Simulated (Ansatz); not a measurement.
A run of Ansatz 0.2.0:

input.yaml

```yaml
crystal:
  lattice:
    - [0.0, 2.454822, 2.454822]
    - [2.454822, 0.0, 2.454822]
    - [2.454822, 2.454822, 0.0]
  atoms:
    - { symbol: Hf, position: [0.0, 0.0, 0.0] }
    - { symbol: "N", position: [0.25, 0.25, 0.25] }
kpoints:
  mp_grid: { grid: [9, 9, 9] }
scf:
  occupations: { method: fermi_dirac, width: 0.05 }
hamiltonian:
  xc: pbesol
  pseudopotentials: { kind: all_electron, lapw: { basis_error: 0.001 } }
  hubbard:
    sites: [{ species: Hf, l: d, u_eff: 8 }]
    double_counting: fll
    projectors: ortho-atomic
output:
  forces: true
  stress: true
  eigenvalues: true
  dos: { projected: false, de: 0.1, e_range: [-10, 8] }
```

Potentials or basis: all-electron LAPW, scalar-relativistic.

Command:

```sh
$ ansatz run input.yaml --threads 1 --pin off --max-ram 3072MiB --backend cpu --events-out ev --progress --plain --runs-dir out
```

Hardware: 1 thread of Intel(R) Xeon(R) Processor @ 2.50GHz (Skylake/Cascade Lake), with other jobs on the host.

**Question.** How long does it take, and how much memory?

**Answer.** Wall time 49 s on 1 thread of Intel(R) Xeon(R) Processor @ 2.50GHz (Skylake/Cascade Lake), with other jobs on the host, peak memory 0.37 GiB. Counts: scf iterations 9, plane waves 531, k points 35, bands 31.
